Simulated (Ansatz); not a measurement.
## EuS: single point with PBE

**What was measured.**

From “Crystal-field mediated electronic transitions of EuS up to 35 GPa”, 2022, pmc:8786971, for a powder of EuS at 300 K: band gap 1.72 eV (optical).

The system is EuS.

```
Eu S
1.0
     0.00000    2.97850    2.97850
     2.97850    0.00000    2.97850
     2.97850    2.97850    0.00000
Eu S
1 1
Direct
  0.00000 0.00000 0.00000
  0.50000 0.50000 0.50000
```

```
Program             : Ansatz 0.2.0
Task                : single point
Functional          : PBE
Potentials or basis : Ansatz PAW
Cutoff              : 420 eV (not typed: the program's choice for these potentials)
k mesh              : 8 × 8 × 8
Occupations         : gaussian, width 0.029 eV
Spin                : collinear spin, ferromagnetic start
Starting moments    : [7.0, 0.0] μB
```

```
Pressure               : -2.5 GPa
Band gap on the k mesh : none (metal or under the smearing width)
Net moment             : 6.99 μB per cell
Absolute moment        : 7.12 μB per cell
Site moments           : Eu +6.76; S -0.06 μB
```

Levels at points of the mesh, in eV from the Fermi level:
Spin up:
```tsv
k point	band 13	band 14	band 15	band 16	band 17	band 18
(0.00, 0.00, 0.00)	0.10	0.10	0.10	0.88	1.15	1.15
(0.00, 0.00, -0.50)	-0.25	-0.22	-0.21	3.00	3.29	3.71
(0.00, -0.50, -0.50)	-0.27	-0.23	-0.05	-0.05	3.15	3.31
```
Spin down:
| k point | band 5 | band 6 | band 7 | band 8 | band 9 | band 10 | band 11 | band 12 |
| --- | --- | --- | --- | --- | --- | --- | --- | --- |
| (0.00, 0.00, 0.00) | -13.40 | -2.56 | -2.56 | -2.56 | 1.49 | 1.91 | 1.91 | 1.91 |
| (0.00, 0.00, -0.50) | -12.44 | -5.07 | -3.69 | -3.69 | 2.89 | 4.05 | 4.05 | 4.11 |
| (0.00, -0.50, -0.50) | -13.07 | -3.69 | -2.91 | -2.91 | -0.08 | 3.99 | 4.03 | 4.21 |

Wall time 3.2 s on 2 threads of Arm Neoverse V1 (shared host), peak memory 0.38 GiB.

Measured gap of EuS: 1.72 eV (optical; 300 K; powder; “Crystal-field mediated electronic transitions of EuS up to 35 GPa”, 2022, pmc:8786971). This calculation gives 0.00 eV (-1.72 eV). So large a miss can be the level of theory's own, or it may mean another phase, state or a wrong row. Spin-orbit coupling on Eu is left out. The value is that of PBE on a finite k mesh, which can miss the band edges, without temperature or zero-point motion. Semilocal functionals fall short of measured gaps as a rule. The run's magnetic order (collinear spin, ferromagnetic start) needn't be the measured crystal's.

Caveat: spin-orbit coupling is left out, which moves the levels of the heavy elements; a cell with one magnetic atom can't hold antiferromagnetic order, which such compounds often take; without U or exact exchange the open f shell lies at the Fermi level, which spoils levels, moments and volumes. The state reached can hang on the start; a lower one may exist.
